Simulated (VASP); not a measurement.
## BN: from C11, C12, C44 to the moduli of a polycrystal

The cell as given, ahead of any relaxation:

Symmetry: F-43m, No. 216, cubic system. Conventional cell: a = 3.626 Å, b = 3.626 Å, c = 3.626 Å, α = 90.00°, β = 90.00°, γ = 90.00°. Around N (site symmetry -43m) lie 4 B at 1.57 Å. B (site symmetry -43m) is surrounded by 4 N at 1.57 Å.

The cell is a database's computed one, not the measured one.

Constants in GPa on the cubic axes, for the cell relaxed at the run's level, with the atoms relaxed in the strained cells where symmetry lets them move; no spin polarisation, no spin-orbit coupling. Meshes are those of the run's cell of 2 atoms. Occupations: fermi-dirac 0.05 eV (run 1); fermi-dirac 0.05 eV (run 2). Space group F-43m.

| run | level | program and potentials | k mesh | cell | C11 | C12 | C44 |
| --- | --- | --- | --- | --- | --- | --- | --- |
| 1 | LDA | VASP, LDA PAW files B, N, 600 eV | 10 × 10 × 10 | relaxed, 5.75 Å³ an atom | 821.7 | 191.7 | 475.0 |
| 2 | PBE | VASP, PBE PAW files B, N, 600 eV | 10 × 10 × 10 | relaxed, 5.95 Å³ an atom | 779.9 | 170.2 | 443.8 |

Question: For run 2, work out the bulk, shear and Young's moduli of a random polycrystal, Poisson's ratio and the anisotropy, and test the cell's stability.

Answer: From the values as printed: B = (C11 + 2 C12)/3 = 373.4 GPa. Voigt: G_V = (C11 - C12 + 3 C44)/5 = 388.2; Reuss: G_R = 5 C44 (C11 - C12)/[4 C44 + 3 (C11 - C12)] = 375.4; Hill's mean, from the unrounded bounds, G = 381.8 GPa. Young's modulus E = 9BG/(3B + G) = 854.2 GPa, Poisson's ratio ν = (3B - 2G)/[2(3B + G)] = 0.119. Zener's ratio 2 C44/(C11 - C12) = 1.46, so the crystal is stiffest along ⟨111⟩ and softest along ⟨100⟩. C11 > |C12|, C11 + 2 C12 > 0 and C44 > 0 hold, so the cell is stable against small uniform strains, which says nothing of soft phonons. An equation of state at this level (VASP, PBE PAW files B, N, 520 eV; mesh 13 × 13 × 13) gives B0 = 372.6 GPa at its minimum of 5.96 Å³ an atom, against 5.95 here. Measured bulk modulus: 395 GPa at 300 K (arxiv:1208.3664); the runs are for a static lattice. Over the runs shown B spans 373.4 to 401.7 GPa and C44 443.8 to 475.0.

Cubic BN resists shear about as strongly as compression: in run 2 the averaged shear modulus, 381.8 GPa, slightly exceeds the bulk modulus, 373.4 GPa. The reason is the network of short, strongly directional sp³ bonds, in which a shape change must bend bond angles as well as stretch bonds. The same angular stiffness puts C44 far above C12 in both runs, contrary to the Cauchy relation for central forces, and keeps Poisson's ratio low. The polarity of the B–N bond does not remove this covalent character. The stiffest direction, ⟨111⟩, is also that of the bonds.

LDA gives the smaller volume and the larger value of all three constants, probably because it binds the lattice more tightly. The two bulk moduli bracket the measured 395 GPa, but zero-point and thermal motion would normally soften the static values, bringing LDA closer to experiment and taking PBE further away. These moduli describe the elastic response only, and do not establish hardness or fracture strength.
